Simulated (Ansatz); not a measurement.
# Relaxing HfO2, the end x = 0 of the tetragonal HfO2-TiO2 line (96 atoms), part 3 of 3

Wanted: the relaxed structure of HfO2, the end x = 0 of the tetragonal HfO2-TiO2 line (96 atoms) and its electronic structure.

Ansatz 0.2.0; Kohn-Sham DFT, PBE, PAW (set soft_2), plane waves.

The cell: 32 Hf and 64 O. The host structure and its lattice constant were typed by rule, without a check against the phase diagram. No spin–orbit coupling is included.

So far. Step 6 (K-mesh 3×3×2): Forces differ from those of the single point at the relaxed geometry by 0.025 meV/Å r.m.s. Step 7 (Coarser k-mesh (Γ alone)): Forces differ from those of the single point at the relaxed geometry by 24 meV/Å r.m.s.; the energy by +7.3 meV/atom, the pressure by +0.13 GPa and the gap by -0.0094 eV.

**8. Functional HSE06**

HSE06 mixes in a quarter of exact exchange at short range, which counters self-interaction, at a higher cost.

This step: Kohn-Sham DFT, HSE06, PAW (set soft_2), plane waves (Ansatz 0.2.0).

input.yaml

```yaml
crystal:
  lattice:
    - [10.19486, 6.0e-05, 0.00452]
    - [6.0e-05, 10.19488, 0.0013]
    - [0.00466, 0.00134, 10.5289]
  atoms:
    [... the 96 atom lines of step 5 ...]
kpoints:
  mp_grid: { grid: [1, 1, 1] }
hamiltonian:
  xc: hse06
scf:
  occupations: { method: fermi_dirac, width: 0.025 }
output:
  forces: true
  stress: true
  populations: true
  dos:
    method: { smearing: { sigma: 0.08 } }
    de: 0.05
    projected: { site_lists: { Hf: [Hf], O: [O] } }
  eigenvalues: true
```

On the command line:

```sh
$ ansatz run input.yaml --threads 11 --pin off --max-ram 102400MiB --backend cuda --events-out ev --progress --plain --runs-dir out
```

Numbers of over 12 decimals in the logs are rounded to 6 here.

The program printed:

```text
Warning: output.stress: scf.convergence.dr2_threshold = 1e-7 eV (the SCF's general default) is looser than the 1.6e-9 eV advised for a printed stress (1e-10 eV for each atom of the cell: 96, of which 16 are counted). What an SCF threshold leaves in a stress goes as its square root, and in the free energy as the threshold itself, and one threshold admits the most on a small cell: [...]
Warning: output.stress: scf.exx.energy_threshold = 1e-6 eV is looser than the 1.6e-7 eV advised for a stress under a hybrid functional (1e-8 eV for each atom of the cell: 96, of which 16 are counted). Every SCF of the exchange loop can meet its threshold on dr2 while the loop round them stops early: [...]
exact exchange: scf.exx.singularity resolves to wigner_seitz, which cuts the screened interaction at the faces of the exchange supercell's Wigner-Seitz cell, so that each pair interacts once, at the shortest of its separations (the periodic images that this leaves out come, [...]
[...]
GPU FFT provider: cuFFT
GPU libraries: cuBLAS 13.8.2, cuFFT 12.4.0, cuSOLVER 12.3.4
Crystal: 96 atoms, lattice volume = 1094.325 Å³
Basis set: ecut = 420 eV, 21375 PW (Γ), exchange–correlation on 144×144×144 points (8 copies of the dense FFT grid, shifted against one another)
Bands: 730, of which v1, the nominal top of the filled ones, is band 608 counted from 1 (607 counted from 0)
Symmetry: 1 space group operations
[...]
k-points: 1
[...]
GPU buffer pool allocated for 373248 grid points (all kernels)
[...]
SCF iter   1: F=—  HF=-539568.019262 eV  |F-HF|=—  |Δ(HF+E_count)|=         —  Δρ=2.98e-3  dr2=2.77e-2  ethr=1.77e-3  ⟨swp⟩=7.0  Hψ=2864  notcnv=0
[...]
SCF iter   3: F=-539568.063728 eV  HF=-539568.062825 eV  |F-HF|=9.03e-4  |Δ(HF+E_count)|=   4.57e-3  Δρ=5.41e-4  dr2=8.20e-4  ethr=4.44e-7  ⟨swp⟩=20.0  Hψ=1829  notcnv=1  defer=2
SCF 1 stopped early in 3 iterations: F = -539568.063728 eV  dr2 = 8.20e-4
[...]
GPU FFT provider: cuFFT
GPU libraries: cuBLAS 13.8.2, cuFFT 12.4.0, cuSOLVER 12.3.4
[...]
GPU buffer pool allocated for 373248 grid points (all kernels)
[...]
Exchange kernel: α = 0.2500, screened, ω = 0.2079 Å⁻¹, Wigner–Seitz truncation, v(0) = 919.8885 eV·Å³, q-mesh 1×1×1, nearest image of the exchange supercell L = 10.19 Å, pair-density grid 54×54×54, without the augmentation charges, whose exchange is taken in its separable form (sized by the pseudopotential files, [...]
Frozen-core exchange: fock
SCF iter   1: F=—  HF=-539574.700725 eV  |F-HF|=—  |Δ(HF+E_count)|=         —  Δρ=1.11e-2  dr2=1.50e0  ethr=6.74e-7  ⟨swp⟩=6.0  Hψ=4457  notcnv=0  reapply=1
[...]
SCF iter   7: F=—  HF=-539573.443120 eV  |F-HF|=—  |Δ(HF+E_count)|=   7.50e-3  Δρ=1.93e-4  dr2=5.04e-4  ethr=7.10e-9  ⟨swp⟩=6.0  Hψ=2676  notcnv=0
SCF iter   8: F=-539573.442913 eV  HF=-539573.442942 eV  |F-HF|=2.91e-5  |Δ(HF+E_count)|=   1.78e-4  Δρ=4.37e-5  dr2=4.10e-5  ethr=7.10e-9  ⟨swp⟩=5.0  Hψ=2089  notcnv=0
SCF 2 stopped early in 8 iterations: F = -539573.442913 eV  dr2 = 4.10e-5
  Residual-converged pass: ⟨swp⟩=4.0  Hψ=1998  notcnv=0  max |occ|·‖R‖ = 5.8e-6 eV (tolerance 6.7e-6 eV)  dr2=4.15e-5  dr2_onsite=1.70e-6  max |Δocc| = 0.0e0
[...]
hybrid outer 1: dexx = +6.331e-1 eV, tail = 1.63e-2 eV
GPU FFT provider: cuFFT
GPU libraries: cuBLAS 13.8.2, cuFFT 12.4.0, cuSOLVER 12.3.4
GPU buffer pool allocated for 373248 grid points (all kernels)
[...]
Frozen-core exchange: fock
SCF iter   1: F=—  HF=-539573.411337 eV  |F-HF|=—  |Δ(HF+E_count)|=         —  Δρ=1.33e-4  dr2=1.12e-4  ethr=6.70e-6  ⟨swp⟩=10.0  Hψ=1479  notcnv=0
[...]
SCF iter   8: F=—  HF=-539573.411503 eV  |F-HF|=—  |Δ(HF+E_count)|=   1.25e-7  Δρ=1.12e-6  dr2=1.05e-8  ethr=8.19e-12 (applied; sched 1.00e-12)  ⟨swp⟩=10.0  Hψ=1555  notcnv=0
SCF iter   9: F=-539573.411503 eV  HF=-539573.411503 eV  |F-HF|=5.82e-10  |Δ(HF+E_count)|=   3.03e-9  Δρ=2.72e-7  dr2=9.46e-10  ethr=1.48e-11 (applied; sched 1.00e-12)  ⟨swp⟩=2.0  Hψ=1342  notcnv=0
SCF 3 converged in 9 iterations: F = -539573.411503 eV  dr2 = 9.46e-10
[...]
hybrid outer 2: dexx = +7.329e-5 eV, tail = 1.67e-6 eV, Δε = 8.27e-3 eV (about 2.02e-4 eV left of the loop's levels), ΔF = 7.99e-3 eV/Å (tail 1.67e-3)
GPU FFT provider: cuFFT
GPU libraries: cuBLAS 13.8.2, cuFFT 12.4.0, cuSOLVER 12.3.4
GPU buffer pool allocated for 373248 grid points (all kernels)
[...]
Frozen-core exchange: fock
SCF iter   1: F=—  HF=-539573.411494 eV  |F-HF|=—  |Δ(HF+E_count)|=         —  Δρ=4.11e-6  dr2=1.41e-7  ethr=6.86e-10  ⟨swp⟩=20.0  Hψ=2759  notcnv=2  reapply=1
[...]
SCF iter   3: F=-539573.411494 eV  HF=-539573.411494 eV  |F-HF|=3.03e-9  |Δ(HF+E_count)|=   5.12e-8  Δρ=4.99e-7  dr2=2.73e-9  ethr=8.08e-12 (applied; sched 1.00e-12)  ⟨swp⟩=11.0  Hψ=1430  notcnv=0
SCF 4 converged in 3 iterations: F = -539573.411494 eV  dr2 = 2.73e-9
[...]
hybrid SCF converged: 3 outer / 20 inner (+3 warm-up), last move |dexx| = 5.67e-8 eV, tail = 1.48e-8 eV
Stability not checked: this state was not tested for a lower state beside it, because the functional holds exact exchange (a hybrid, or Hartree-Fock), whose exchange loop this test does not read (fock_operator; see scf.lower_state_search)
Free energy (F): -539573.411494 eV
Frozen-core exchange: fock
[...]
Internal energy: -539573.411494 eV  (E = F + TS)
E sigma→0 (E₀):  -539573.411494 eV
Fermi energy:    16.461401 eV
[...]
Σ components = -539573.411494   (vs F -539573.411494, Δ=0.00e0)
--- Forces (eV/Å), atoms counted from 1 ---
  atom   1  Hf    -0.00023765    -0.00122906     0.00009053
  atom   2  Hf     0.00015735    -0.00074521     0.00036713
  atom   3  O     -0.00166149    -0.00176860     0.08638773
  atom   4  O     -0.00234714     0.00287132     0.08626679
[...]
atom  96  O     -0.00281314     0.00411995    -0.08593399
  max |Σ_I F_I| component: 4.96e-6 eV/Å
--- Stress (GPa, compression-positive) ---
       -5.983706       0.000022       0.003795
        0.000022      -5.984354       0.001178
        0.003795       0.001178      -5.396337
  P = ⅓ Tr σ = -5.7881 GPa (-57.881 kbar)
--- Band table (eV) ---
[...]
--- Löwdin populations: 96 sites ---
  site symbol       q [e]
     0     Hf     24.4003
     1     Hf     24.4004
     2      O      6.7459
[...]
95      O      6.7460
  spilling = 0.002832 (of n_electrons = 1216.000000)
```

Wall time 37 s (1 × NVIDIA H100 80GB HBM3 with 11 threads of AMD EPYC 7R13 (Zen 3), shared host); peak memory 5.3 GiB.

That memory is the host's; the program planned up to 5.8 GiB on the GPU.

The program notes that the exchange threshold is loose for the stress and the SCF threshold is loose for the stress.

Geometry and reference: those of the coarser k-mesh.

Forces differ from the reference by 17 meV/Å r.m.s.; the pressure by -5.9 GPa and the gap by +1.6 eV.

Numbers from this run:

```yaml
free_energy: -539573.4115 eV
free_energy_per_atom: -5620.5564 eV/atom
scf_cycles: 23
pressure: -5.788 GPa
r_m_s_force_component: 0.04109 eV/Å
longest_force: 0.08865 eV/Å
fermi_energy: 16.46 eV
spacing_of_highest_filled_and_lowest_empty_level: 6.306 eV
spilling_of_the_projection: 0.002832
```

Length of the force by element:

| element | coordination | atoms | mean length of the force (eV/Å) | spread | least | most |
| --- | --- | --- | --- | --- | --- | --- |
| Hf | all | 32 | 0.0015 | 5.0e-4 | 5.0e-4 | 0.0027 |
| O | all | 64 | 0.0872 | 7.0e-4 | 0.0849 | 0.0887 |

Löwdin charges by element (they lack the spilled electrons, 0.036 e an atom on average):

```csv
element,coordination,atoms,mean charge (e),spread,least,most
Hf,all,32,1.60,1.0e-4,1.60,1.60
O,all,64,-0.746,1.0e-4,-0.746,-0.746
```

States in the cell by windows of 1 eV, zero at the Fermi level; the larger projections on atomic orbitals stand beside the total:

```
from (eV)  to (eV)  total   O p  Hf d   Hf f
      -18      -17    0.0   0.0   0.0    0.0
      -17      -16  317.8   0.7   0.1  316.5
      -16      -15  130.3   0.2   0.1  129.3
      -15      -10    0.0   0.0   0.0    0.0
      -10       -9    2.6   1.7   0.6    0.0
       -9       -8   13.3   9.6   2.4    0.0
       -8       -7   86.7  63.4  20.0    0.1
       -7       -6   59.9  46.4   8.9    0.2
       -6       -5   85.4  73.2   8.5    0.2
       -5       -4   62.4  54.5   5.7    0.2
       -4       -3   73.7  68.5   3.6    0.2
       -3        3    0.0   0.0   0.0    0.0
        3        4   37.6   1.8  33.9    0.0
        4        5   92.3  11.3  75.7    0.0
```

Between -26 and -18 eV lie 128 more states.

The stored curve holds about 960 of the 1216 electrons; the rest, give or take the few that broadening carries across the Fermi level, lie in deeper levels below its range.

The levels nearest the highest filled one (over half full), pooled over k-points and spins:

```csv
level less the highest filled one (eV),occupation
-0.0743,2
-0.0743,2
-0.0713,2
-0.0712,2
-2.0e-4,2
0,2
6.31,0
6.36,0
6.71,0
6.71,0
6.71,0
6.71,0
```

**9. Functional r2SCAN (500 eV)**

The meta-GGA r2SCAN uses the kinetic energy density as well as the density and its gradient. Besides, the cutoff goes from 420 to 500 eV.

This step: Kohn-Sham DFT, r2SCAN, PAW (set soft_2), plane waves (Ansatz 0.2.0).

input.yaml, as its differences from that of step 8:

```diff
@@ -8,5 +8,5 @@
 kpoints:
-  mp_grid: { grid: [1, 1, 1] }
+  mp_grid: { grid: [2, 2, 2] }
 hamiltonian:
-  xc: hse06
+  xc: r2scan
 scf:
```

The program printed:

```text
[...]
GPU FFT provider: cuFFT
GPU libraries: cuBLAS 13.8.2, cuFFT 12.4.0, cuSOLVER 12.3.4
Crystal: 96 atoms, lattice volume = 1094.325 Å³
Basis set: ecut = 500 eV, 27825 PW (Γ), exchange–correlation on 300×300×320 points (64 copies of the dense FFT grid, shifted against one another)
Bands: 730, of which v1, the nominal top of the filled ones, is band 608 counted from 1 (607 counted from 0)
Symmetry: 1 space group operations
[...]
k-points: 8
[...]
GPU buffer pool allocated for 450000 grid points (all kernels)
[...]
SCF iter   1: F=—  HF=-540039.146175 eV  |F-HF|=—  |Δ(HF+E_count)|=         —  Δρ=1.05e-2  dr2=1.01e0  dr2_τ=6.64e0  ethr=1.77e-3  ⟨swp⟩=5.9  Hψ=18015  notcnv=0  defer=318
[...]
SCF iter   8: F=—  HF=-540040.777625 eV  |F-HF|=—  |Δ(HF+E_count)|=   3.23e-7  Δρ=3.68e-6  dr2=1.35e-7  dr2_τ=2.55e-8  ethr=8.22e-12  ⟨swp⟩=10.9  Hψ=27512  notcnv=0
SCF iter   9: F=-540040.777624 eV  HF=-540040.777624 eV  |F-HF|=4.19e-9  |Δ(HF+E_count)|=   2.17e-7  Δρ=1.24e-6  dr2=1.38e-8  dr2_τ=2.21e-9  ethr=8.22e-12  ⟨swp⟩=4.4  Hψ=20044  notcnv=0
SCF 1 converged in 9 iterations: F = -540040.777624 eV  dr2 = 1.38e-8
[...]
SCF converged after 9 iterations
Free energy (F): -540040.777624 eV
[...]
Internal energy: -540040.777624 eV  (E = F + TS)
E sigma→0 (E₀):  -540040.777624 eV
Fermi energy:    16.583198 eV
[...]
Σ components = -540040.777624   (vs F -540040.777624, Δ=0.00e0)
--- Forces (eV/Å), atoms counted from 1 ---
  atom   1  Hf     0.00006054    -0.00127838     0.00030892
  atom   2  Hf     0.00017658    -0.00093599     0.00034597
  atom   3  O     -0.00127816    -0.00070771     0.07982195
  atom   4  O     -0.00184145     0.00220318     0.07992194
[...]
atom  96  O     -0.00183138     0.00190820    -0.07955566
  max |Σ_I F_I| component: 3.16e-4 eV/Å
--- Stress (GPa, compression-positive) ---
       -5.934860       0.000053       0.000113
        0.000053      -5.935550       0.000082
        0.000113       0.000082      -5.595374
  P = ⅓ Tr σ = -5.8219 GPa (-58.219 kbar)
--- Band table (eV; the first three rows and the last of 8) ---
[...]
--- Löwdin populations: 96 sites ---
  site symbol       q [e]
     0     Hf     24.4617
     1     Hf     24.4618
     2      O      6.7198
[...]
95      O      6.7198
  spilling = 0.002594 (of n_electrons = 1216.000000)
```

It took 10 s on 1 × NVIDIA H100 80GB HBM3 with 11 threads; peak memory 4.4 GiB; 35 s of CPU time.

That memory is the host's; the program planned up to 40.1 GiB on the GPU.

Geometry and reference: those of the single point at the relaxed geometry.

Forces differ from those of the single point at the relaxed geometry by 38 meV/Å r.m.s.; the pressure by -5.8 GPa and the gap by +0.53 eV. It took 10 s and 9 cycles; the reference's time can't be set against it, since the two runs asked for unlike analyses.

**10. Functional PBEsol**

PBEsol restores the gradient expansion of exchange for slowly varying densities and usually gives shorter bonds in solids than PBE.

This step: Kohn-Sham DFT, PBEsol, PAW (set soft_2), plane waves (Ansatz 0.2.0).

input.yaml, as its differences from that of step 9:

```diff
@@ -10,3 +10,3 @@
 hamiltonian:
-  xc: r2scan
+  xc: pbesol
 scf:
```

The program printed:

```text
[...]
GPU FFT provider: cuFFT
GPU libraries: cuBLAS 13.8.2, cuFFT 12.4.0, cuSOLVER 12.3.4
Crystal: 96 atoms, lattice volume = 1094.325 Å³
Basis set: ecut = 420 eV, 21375 PW (Γ), exchange–correlation on 144×144×144 points (8 copies of the dense FFT grid, shifted against one another)
Bands: 730, of which v1, the nominal top of the filled ones, is band 608 counted from 1 (607 counted from 0)
Symmetry: 1 space group operations
[...]
k-points: 8
[...]
GPU buffer pool allocated for 373248 grid points (all kernels)
[...]
SCF iter   1: F=—  HF=-535204.639274 eV  |F-HF|=—  |Δ(HF+E_count)|=         —  Δρ=1.86e-2  dr2=3.11e0  ethr=1.77e-3  ⟨swp⟩=5.6  Hψ=18270  notcnv=0  defer=259
[...]
SCF iter   9: F=—  HF=-535203.871408 eV  |F-HF|=—  |Δ(HF+E_count)|=   7.50e-8  Δρ=3.77e-6  dr2=1.22e-7  ethr=8.22e-12  ⟨swp⟩=4.4  Hψ=18513  notcnv=0
SCF iter  10: F=-535203.871408 eV  HF=-535203.871408 eV  |F-HF|=3.49e-10  |Δ(HF+E_count)|=   3.00e-8  Δρ=4.42e-7  dr2=1.24e-9  ethr=8.22e-12  ⟨swp⟩=2.2  Hψ=18486  notcnv=0
SCF 1 converged in 10 iterations: F = -535203.871408 eV  dr2 = 1.24e-9
[...]
SCF converged after 10 iterations
Free energy (F): -535203.871408 eV
[...]
Internal energy: -535203.871408 eV  (E = F + TS)
E sigma→0 (E₀):  -535203.871408 eV
Fermi energy:    16.489784 eV
[...]
Σ components = -535203.871408   (vs F -535203.871408, Δ=0.00e0)
--- Forces (eV/Å), atoms counted from 1 ---
  atom   1  Hf     0.00068483    -0.00210108     0.00053330
  atom   2  Hf    -0.00137029    -0.00063303     0.00037139
  atom   3  O     -0.00184210    -0.00053059     0.04897507
  atom   4  O     -0.00188564     0.00235340     0.04917197
[...]
atom  96  O     -0.00268525     0.00180380    -0.04879935
  max |Σ_I F_I| component: 8.27e-6 eV/Å
--- Stress (GPa, compression-positive) ---
       -7.558123       0.000006       0.001774
        0.000006      -7.558853       0.000637
        0.001774       0.000637      -7.338113
  P = ⅓ Tr σ = -7.4850 GPa (-74.850 kbar)
--- Band table (eV; the first three rows and the last of 8) ---
[...]
--- Löwdin populations: 96 sites ---
  site symbol       q [e]
     0     Hf     24.5904
     1     Hf     24.5905
     2      O      6.6560
[...]
95      O      6.6560
  spilling = 0.002564 (of n_electrons = 1216.000000)
```

Elapsed: 7.1 s, on 1 × NVIDIA H100 80GB HBM3 with 11 threads; peak memory 3.7 GiB; 24 s of CPU time.

That memory is the host's; the program planned up to 37.7 GiB on the GPU.

Geometry and reference: those of the single point at the relaxed geometry.

Forces differ from those of the single point at the relaxed geometry by 23 meV/Å r.m.s.; the pressure by -7.5 GPa and the gap by -0.12 eV.

**11. The ladder side by side**

Each row is set against the single point at the relaxed geometry (Kohn-Sham DFT, PBE, PAW (set soft_2), plane waves; r.m.s. force component 7.2e-4 eV/Å). Energies are set beside the reference only for runs with its functional, potentials and electron count. Times are for 1 × NVIDIA H100 80GB HBM3 with 11 threads of AMD EPYC 7R13 (Zen 3), shared host. The reference's time includes grids, which some other runs skip.

```
                       run  Δ force, r.m.s. (meV/Å)  Δ energy (meV/atom)  Δ pressure (GPa)  Δ gap (eV)  cycles   time  host memory (GiB)  planned on the GPU (GiB)
                 reference                        -                    -                 -           -       8  6.3 s                3.6                        38
              k-mesh 3×3×2                    0.025              -0.0272           -2.0e-4      1.0e-4       8  8.3 s                4.4                        56
  coarser k-mesh (Γ alone)                     24.2                 7.27             0.131     -0.0094       8  2.5 s                1.2                       4.6
functional r2SCAN (500 eV)                     38.0                    -             -5.82       0.535       9   10 s                4.4                        40
         functional PBEsol                     23.5                    -             -7.49      -0.120      10  7.1 s                3.7                        38
```

**12. What came out**

| Quantity | Value |
| --- | --- |
| energy change in the relaxation | -10.2 meV/atom |
| r.m.s. displacement | 0.045 Å |
| largest displacement | 0.086 Å |
| free energy per atom | -5620.5066 eV/atom |
| density | 10.22 g/cm³ |
| pressure | 0.001741 GPa |
| r.m.s. force component | 0.00072 eV/Å |
| gap (highest filled to lowest empty level) | 4.671 eV |
| wall time of the 8 DFT runs | 91 s |

**Reading.** Relaxation lowers the energy by 10.2 meV/atom and moves atoms by 0.045 Å r.m.s.; the r.m.s. force component goes from 0.37 to 7.2e-4 eV/Å. Displacements are taken in the final cell, so they leave out its strain. By the final cutoffs no bond was broken or made. The cell grew by 1.5 % in volume. From the first step to the last the energy fell by 0.979 eV, across changes of basis, and the largest move was 0.09 Å (O23, with 1 other atom within 2 % of it). The O-Hf bonds go from 2.231 Å (spread 0.154) to 2.245 Å (spread 0.175). With the cutoffs above, all Hf atoms have 8 and all O atoms have 4 bonded neighbours. Between filled and empty levels lie 4.67 eV (on the run's k-points); a semilocal functional tends to put such gaps too low.

Among the changes of functional, dispersion, potentials or spin set against this reference, functional r2SCAN (500 eV) moves the forces most, by 38 meV/Å r.m.s.

[Logs are printed without paths, hosts, clocks, repeated set-up lines and the standing remarks that a program may print on its own settings, such as how far it seeks lower states.]

[Hosts, paths, dates, database ids (printed as entryN), source tags and the programs' standing remarks are cut or masked in the printed files.]
